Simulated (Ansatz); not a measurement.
Theory: DFT PBE, scalar-relativistic, plane waves, PAW in Ansatz. Settings: cutoff 420 eV, Γ-centred meshes spaced at most about 0.3 Å⁻¹, and about 0.25 Å⁻¹ or finer for metals (2π included), Gaussian smearing. No spin polarisation in the final relaxations.

All energies are static (0 K, no zero-point motion).

Two relaxed structures of LaB:

1.

Space group Pm-3m (No. 221). a = 3.413 Å, b = 3.413 Å, c = 3.413 Å, α = 90.00°, β = 90.00°, γ = 90.00°
```
atom  site  symmetry       x       y       z
  La    1b      m-3m  0.5000  0.5000  0.5000
   B    1a      m-3m  0.0000  0.0000  0.0000
```

2.

Space group Fd-3m:1 (No. 227). a = 6.758 Å, b = 6.758 Å, c = 6.758 Å, α = 90.00°, β = 90.00°, γ = 90.00°
```
atom  site  symmetry       x       y       z
  La    8b      -43m  0.0000  0.0000  0.5000
   B    8a      -43m  0.5000  0.0000  0.5000
```

Question: Which would you expect to be lower, and how large is the difference?

Answer: Cell 1 is lower, by 0.83 eV/atom. Cell 1 has the caesium chloride type, space group Pm-3m (No. 221), 19.9 Å³/atom and no gap on its mesh; cell 2 has the NaTl (B32) type, space group Fd-3m (No. 227), 19.3 Å³/atom and no gap. Counting B atoms around La (those within 1.25 times the shortest such distance or 1.15 times the sum of covalent radii, 1.27 where that leaves under three; a plus sign parts nearer from farther groups), cell 1 has La 8 and cell 2 has La 4+6. The lower one is the more open, so pressure narrows the difference. Even the lower one lies +0.44 eV/atom against the reference forms of the elements (uncorrected), so neither is stable at this level. In cell 1, La has 8 B at 2.96 Å and 6 La at 3.41 Å; B has 8 La at 2.96 Å and 6 B at 3.41 Å. In cell 2, around La lie 4 B at 2.93 Å, 4 La at 2.93 Å and 6 B at 3.38 Å; B has 4 B at 2.93 Å, 4 La at 2.93 Å and 6 La at 3.38 Å. Both come from invented guesses.

A magnetic state wasn't ruled out in cells without spin, among them Fd-3m. Cells relaxed within their symmetry can be saddle points.
